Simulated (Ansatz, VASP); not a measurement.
Two plane-wave programs on TiAl

```
CELL_PARAMETERS angstrom
3.15773 0.00000 0.00000
0.00000 3.15773 0.00000
0.00000 0.00000 3.15773
ATOMIC_POSITIONS crystal
Ti 0.00000 0.00000 0.00000
Al 0.50000 0.50000 0.50000
```

Change from the starting cell: volume scaled by 0.98.

Alike in both runs: task single point; functional PBEsol; k mesh 8 × 8 × 8; occupations fermi-dirac, width 0.05 eV; no spin polarisation.

|  | VASP | Ansatz |
| --- | --- | --- |
| version | VASP 6.6.1 | Ansatz 0.2.0 |
| potentials or method | VASP PAW PBE potentials, release 64 (Ti_sv, Al) | Ansatz PAW |
| plane-wave cutoff (eV) | 520 | 420 |
| valence electrons in the cell | 15 | 15 |

VASP gave:

- gap on the k mesh at the Fermi level (eV): none
- pressure (GPa): 0.0

Question: Estimate Ansatz's values.

Answer: gap on the k mesh at the Fermi level (eV): none; pressure (GPa): -0.1.

A gap of «none» marks a metal or a gap that the smearing closes. With one functional, cell and mesh, what is left measures potentials, basis and numerics.

Caveats: the PAW data sets were made with another functional, which shifts forces and pressure a little (VASP); the PAW data sets come from PBE, with cores solved anew for the run's functional, which leaves a small shift of forces and pressure (Ansatz).
